## How far off will the lattice constant of GaP be?

An equal pull of 1 GPa from all sides on a cubic crystal with a bulk modulus of 100 GPa lengthens its edge by about a third of a percent. An error of 1 % in a lattice constant is an error of about 3 % in volume, and so in density. These two rules are enough to judge the size of the errors below. The question is how far revPBE with the D3 dispersion correction will miss the lattice constant of GaP, judged from five other crystals.

ABINIT 10.8.3, revPBE with D3 dispersion, for six cubic semiconductors, without spin polarisation or spin-orbit coupling and with Fermi-Dirac smearing of 0.05 eV. The computed lattice constant is the edge of the eight-atom cubic cell at the minimum of an energy-volume curve fitted to seven volumes.

```
formula  space group  volume of the given cell (Å³/atom)  potentials or basis  wave cutoff (eV)    k-mesh  computed lattice constant (Å)  measured lattice constant (Å)                         source  computed over measured, less one (%)
    BAs        F-43m                               13.63     JTH-PAW-PBE-v2.0             408.2  10x10x10                          4.787                        4.77659        arXiv:1906.04101 (2019)                                  0.22
     Si        Fd-3m                               20.16     JTH-PAW-PBE-v2.0             408.2     8x8x8                          5.464                         5.4307             pmc:4865310 (2001)                                  0.60
    GaP        F-43m                               20.24     JTH-PAW-PBE-v2.0             544.2     8x8x8                              ?                              ?                              ?                                     ?
   GaAs        F-43m                               22.59     JTH-PAW-PBE-v2.0             462.6     8x8x8                          5.704                          5.653             pmc:9457441 (2022)                                  0.89
   TePb        Fm-3m                               33.73     JTH-PAW-PBE-v2.0             598.7     7x7x7                          6.537                         6.4546        arXiv:1709.02863 (2017)                                  1.28
   CdTe        F-43m                               32.92     JTH-PAW-PBE-v2.0             462.6     7x7x7                          6.515                          6.482  arXiv:cond-mat/0608141 (2006)                                  0.50
```

**What the known crystals show.** All five computed lattice constants are longer than the measured ones. From BAs through Si to GaAs the error grows from 0.22 to 0.89 %, and the crystals become softer in the same order. TePb, the softest of the five, has the largest error. CdTe is nearly as soft, yet its error is only about 0.4 times that of TePb.

**The physical picture.** revPBE tends to bind atoms too weakly, which makes bonds too long. The D3 term adds an attraction that pulls the atoms together again. What remains acts like a small outward push on the crystal, and a soft crystal yields to a push more than a stiff one. This split into two opposing effects is argued from the known behaviour of the methods; the table holds only their sum.

**The simple model.** Suppose that the push P is the same in every crystal. The bulk modulus B says how strongly a crystal resists a change of volume, so the volume grows by the fraction P/B. A cubic edge grows by a third of that, which gives a relative error of P/(3B). The values of B come from the same calculated curves of energy against volume, and a least-squares fit to the five known errors gives P ≈ 1.1 GPa.

**How far to trust it.** When each known crystal is forecast from the other four, the typical miss is 0.41 percentage points. Assuming the same percentage error for every crystal does hardly worse, with 0.45. The step from BAs to GaAs shows where the equal push falls short: the bulk modulus halves, which would double the error, but the error grows fourfold. Softness is therefore at best a part of the story.

CdTe is the worst case, for the model expects about 1 % there and the table has half of that. Its lattice constant is also the least secure, because only one of the calculated volumes lies beyond the energy minimum. The volume at which the calculated pressure vanishes would put the error at 0.26 %, though that pressure is itself not fully converged. Either value leaves CdTe well below the model. Either also lies below the error of Si, although Si is more than twice as stiff.

**The estimate for GaP.** GaP shares gallium with GaAs, and its phosphorus stands next to silicon in the periodic table. I therefore guess its bulk modulus midway between those of Si and GaAs, at 76.5 GPa. With the fitted push of 1.13 GPa, the relative error is 1.13/(3 × 76.5) ≈ 0.005, or 0.5 %. The guess matters little: taking the stiffness of Si or of GaAs instead would shift the result by less than 0.1 percentage points.

To turn this into a length, I take the edge of the given cell in place of the measured lattice constant. Eight atoms at 20.24 Å³ each fill a cube with an edge of 5.45 Å, and half a percent more makes 5.48 Å. In the known crystals such edges typically differ from the measured ones by 0.5 %, mostly because of CdTe. That uncertainty is added to the model's own, so the range in length is the wider one.

The forecast for GaP is this:

- The computed lattice constant is too long by about 0.5 %, with a range of 0.1 to 0.9 %.
- The error is probably smaller than that of GaAs and larger than that of BAs. It is too close to that of Si to say which is larger.
- The computed lattice constant is about 5.48 Å, with a range of 5.44 to 5.51 Å.

The withheld rows as computed:

```
formula  space group  volume of the given cell (Å³/atom)  potentials or basis  wave cutoff (eV)  k-mesh  computed lattice constant (Å)  measured lattice constant (Å)               source  computed over measured, less one (%)
    GaP        F-43m                               20.24     JTH-PAW-PBE-v2.0             544.2   8x8x8                          5.470                         5.4505  pmc:10995952 (2024)                                  0.36
```

**What came out.** GaP is too long by 0.36 %, so the forecast was too high by 0.13 percentage points. In length the miss is 0.007 Å. Both values lie well inside their ranges, and the error does fall between those of BAs and GaAs. The edge of the given cell agrees with the measured lattice constant, so here the stand-in did no harm.

GaP took no part in the fit, which makes it a fair test, but a mild one. The assumption of one percentage for all crystals would have given 0.70 %, a larger miss that still lies within that model's typical error. A single crystal can favour the idea of an equal push; it can't settle the matter.

**Where the picture fails.** The comparison with the neighbours is more telling than the hit. Replacing arsenic by phosphorus lowers the error from 0.89 % in GaAs to 0.36 % in GaP. The calculated curve makes GaP slightly stiffer than guessed. Even so, if the fitted push of 1.13 GPa acted on both crystals, the greater stiffness of GaP would lower the error by only about 0.1 percentage points. Most of the change must therefore come from the push itself, which is about half as strong in GaP as in GaAs.

Si points the same way. In these calculations GaP is somewhat softer than Si, yet its error is smaller. Over all six crystals the push needed to reproduce the error runs from about 0.6 GPa in CdTe to 1.8 GPa in GaAs. The equal push is thus an average over unequal cases. It gives a rough size for the error, but it can't be relied on to rank crystals of similar stiffness.

A possible reason is that the push is what two opposing effects leave over. If revPBE's stretching and D3's pull each change moderately from one crystal to the next, their difference can change by a large factor. Calculations of the same crystals without D3 would test this. Until then it remains a guess, and a small error such as that of BAs is no sign that revPBE alone describes the bond well. The atomic potentials leave another point open: they were made with PBE, not revPBE, and the effect of this on the errors wasn't tested.

TePb fits the idea of softness, but it differs from the others in two more ways. It is the only crystal with the rocksalt structure, and it holds lead, by far the heaviest element here. Spin-orbit coupling was left out of all the runs, and lead is where that is most likely to matter. Its large error can't be assigned to any one of these.

**What this means in use.** At this level of theory the six lattice constants are too long by 0.2 to 1.3 %. The measured crystals are also slightly swollen by heat and zero-point motion, so against a motionless lattice the errors would generally be larger still. For a layer of one crystal grown on another, the difference between two errors is what counts. For GaAs on GaP that difference is 0.53 percentage points: the errors cancel only in part, and the calculation overstates the misfit between the two crystals by about half a percentage point.
